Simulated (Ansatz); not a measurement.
# Si16HF: the cost of one run

Computed with Ansatz 0.2.0 (DFT PBE, scalar-relativistic, plane waves, PAW, unless a step's input says otherwise).

14 further runs of the same task are left out: 2 that didn't finish, 12 set aside as unsound or not needed.

### Step 1. The starting structure

The structure is monoclinic, space group Pm (No. 6). Conventional cell: a = 7.735 Å, b = 7.735 Å, c = 22.112 Å, α = 90.00°, β = 90.00°, γ = 90.00°. Around Si (site symmetry m) lie 2 Si at 2.37 Å. Si (site symmetry 1) has 4 Si at 2.37 to 2.39 Å as nearest neighbours. Around Si (site symmetry 1) lie 4 Si at 2.35 to 2.39 Å. Only part of the 14 independent sites is listed.

As a file:

```cif
data_structure
_symmetry_space_group_name_H-M 'P 1'
_symmetry_Int_Tables_number 1
_cell_length_a 7.7354
_cell_length_b 7.7354
_cell_length_c 22.1119
_cell_angle_alpha 90.000
_cell_angle_beta 90.000
_cell_angle_gamma 90.000
_cell_volume 1323.10
loop_
_atom_site_label
_atom_site_type_symbol
_atom_site_fract_x
_atom_site_fract_y
_atom_site_fract_z
_atom_site_occupancy
Si1 Si 0.00000 0.25000 0.18090 1
Si2 Si 0.00000 0.75000 0.18090 1
Si3 Si 0.50000 0.25000 0.18090 1
Si4 Si 0.50000 0.75000 0.18090 1
Si5 Si 0.00000 0.00000 0.24274 1
Si6 Si 0.00000 0.50000 0.24274 1
Si7 Si 0.50000 0.00000 0.24274 1
Si8 Si 0.50000 0.50000 0.24274 1
Si9 Si 0.25000 0.00000 0.30620 1
Si10 Si 0.25000 0.50000 0.30620 1
Si11 Si 0.75000 0.00000 0.30620 1
Si12 Si 0.75000 0.50000 0.30620 1
Si13 Si 0.25000 0.25000 0.36686 1
Si14 Si 0.25000 0.75000 0.36686 1
Si15 Si 0.75000 0.25000 0.36686 1
Si16 Si 0.75000 0.75000 0.36686 1
F1 F 0.17896 0.25000 0.41751 1
H1 H 0.32104 0.25000 0.41751 1
```

This is the geometry of the first run shown, built on a cell relaxed beforehand with the same method.

### Step 2. Plan of the line

Atoms count from 1 in the order of the input.

HF lies flat over one site of a rigid substrate while its bond length and height are varied.

First coordinate, distance F17-H18: 8 values from 0.830 to 2.830 Å. Second coordinate, height of the HF axis above the plane of Si13: 8 values from 0.80 to 3.60 Å.

Nothing else is relaxed. Points are written as (first, second).

### Step 3. Grid point (1.099 Å, 1.12 Å)

A dipole layer in the vacuum cancels the field that periodic copies would set up if the slab's two faces differ.

input.yaml

```yaml
crystal:
  lattice:
    - [7.7354122308, 0.0, 0.0]
    - [0.0, 7.7354122308, 0.0]
    - [0.0, 0.0, 22.1119220869]
  atoms:
    - { symbol: Si, position: [0.0, 0.25, 0.1808978878] }
    - { symbol: Si, position: [0.0, 0.75, 0.1808978878] }
    - { symbol: Si, position: [0.5, 0.25, 0.1808978878] }
    - { symbol: Si, position: [0.5, 0.75, 0.1808978878] }
    - { symbol: Si, position: [0.0, 0.0, 0.2427396673] }
    - { symbol: Si, position: [0.0, 0.5, 0.2427396673] }
    - { symbol: Si, position: [0.5, 0.0, 0.2427396673] }
    - { symbol: Si, position: [0.5, 0.5, 0.2427396673] }
    - { symbol: Si, position: [0.25, 0.0, 0.3062012269] }
    - { symbol: Si, position: [0.25, 0.5, 0.3062012269] }
    - { symbol: Si, position: [0.75, 0.0, 0.3062012269] }
    - { symbol: Si, position: [0.75, 0.5, 0.3062012269] }
    - { symbol: Si, position: [0.25, 0.25, 0.3668573928] }
    - { symbol: Si, position: [0.25, 0.75, 0.3668573928] }
    - { symbol: Si, position: [0.75, 0.25, 0.3668573928] }
    - { symbol: Si, position: [0.75, 0.75, 0.3668573928] }
    - { symbol: F, position: [0.1789630619, 0.25, 0.4175088014] }
    - { symbol: H, position: [0.3210369381, 0.25, 0.4175088014] }
basis:
  ecutwfc: 420
kpoints:
  mp_grid: { grid: [4, 4, 1] }
hamiltonian:
  xc: pbe
scf:
  occupations: { method: gaussian, width: 0.05 }
output:
  forces: true
  eigenvalues: true
efield:
  axis: 3
  dipole_correction: true
  ramp_width: 0.04
```

Command:

```bash
> ansatz run input.yaml --threads 1 --pin off --max-ram 3072MiB --backend cpu --events-out ev --progress --plain --runs-dir out
```

Q: Estimate wall time and peak memory on 1 thread of AMD EPYC 9R45 (Zen 5), shared host.

About 16 s, with a peak of 1.3 GiB.
